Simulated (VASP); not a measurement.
Runs of VASP 6.6.1 on BN. The structure is orthorhombic, space group Fmm2 (No. 42). The conventional cell has a = 2.503 Å, b = 6.991 Å, c = 4.332 Å, α = 90.00°, β = 90.00°, γ = 90.00°. B (site symmetry mm2) has 3 N at 1.44 Å as nearest neighbours. N (site symmetry mm2) is surrounded by 3 B at 1.44 Å. Measurements of this composition are mostly on another form, of space group No. 194.

```csv
task,level,potentials or basis,cell,k mesh,cutoff (eV),mesh quality,gap on the mesh (eV),pressure (GPa),relaxed volume (Å³/atom)
relaxation of cell and atoms,LDA,"VASP PAW LDA potentials, release 64 (B, N)",relaxed,12 × 12 × 12,600,not flagged,3.31,0.0,8.71
single point,PBEsol,"VASP PAW PBE potentials, release 64 (B, N)",as given,12 × 12 × 12,520,not flagged,3.74,0.9,-
relaxation of cell and atoms,PBEsol,"VASP PAW PBE potentials, release 64 (B, N)",relaxed,4 × 4 × 4,600,coarse,(b),0.0,9.49
relaxation of cell and atoms,PBEsol,"VASP PAW PBE potentials, release 64 (B, N)",relaxed,12 × 12 × 12,600,not flagged,3.73,0.0,9.49
relaxation of cell and atoms,PBEsol,"VASP PAW PBE potentials, release 64 (B, N)",relaxed,12 × 12 × 12,580,not flagged,3.73,0.0,9.50
relaxation of cell and atoms,RPBE,"VASP PAW PBE potentials, release 64 (B, N)",relaxed,12 × 12 × 12,600,not flagged,4.42,0.0,(a)
relaxation of cell and atoms,PBEsol,"VASP PAW PBE potentials, release 64 (B_s, N_s)",relaxed,12 × 12 × 12,480,not flagged,3.72,0.0,9.53
```

Alike in all rows: no spin polarisation; smearing gaussian 0.02 eV.

**Question.** Estimate the missing entries.

**Answer.** (a) 11.42; (b) 4.26.

Caveats: some runs use coarse meshes; the PAW data sets were made with another functional, which shifts forces and pressure a little (some runs); the volume moved by over 15 % at a fixed basis, so the end points are rough (some runs).

A k mesh can miss the band edges.

Runs at the PBE level aren't shown here.
